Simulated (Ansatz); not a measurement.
A run of Ansatz 0.2.0:

The input input:

```
crystal:
  lattice:
    - [-1.8713408863, 1.8713408863, 1.8713408863]
    - [1.8713408863, -1.8713408863, 1.8713408863]
    - [1.8713408863, 1.8713408863, -1.8713408863]
  atoms:
    - { symbol: Sb, position: [0.0, 0.0, 0.0] }
hamiltonian:
  xc: hse06
  pseudopotentials: { kind: paw }
kpoints:
  mp_grid: { grid: [5, 5, 5] }
scf:
  occupations: { method: fermi_dirac, width: 0.05 }
output:
  forces: true
  stress: true
  eigenvalues: true
  write_density: true
  write_potential: true
  elf: true
  volumetric_format: npy
relax:
  f_tol: 0.01
  max_steps: 40
  cell: { stress_tol: 0.05 }
```

Hardware: 1 × NVIDIA H100 80GB HBM3 with 2 threads of AMD EPYC 7R13 Processor (Zen 3) (shared host).

Task: How long does it take, and how much memory?

Result: Run time: 14 s on 1 × NVIDIA H100 80GB HBM3 with 2 threads of AMD EPYC 7R13 Processor (Zen 3), on a shared host, peak memory 1.3 GiB. Counts: scf iterations 52, plane waves 531, k points 10, bands 12, ion steps 4.
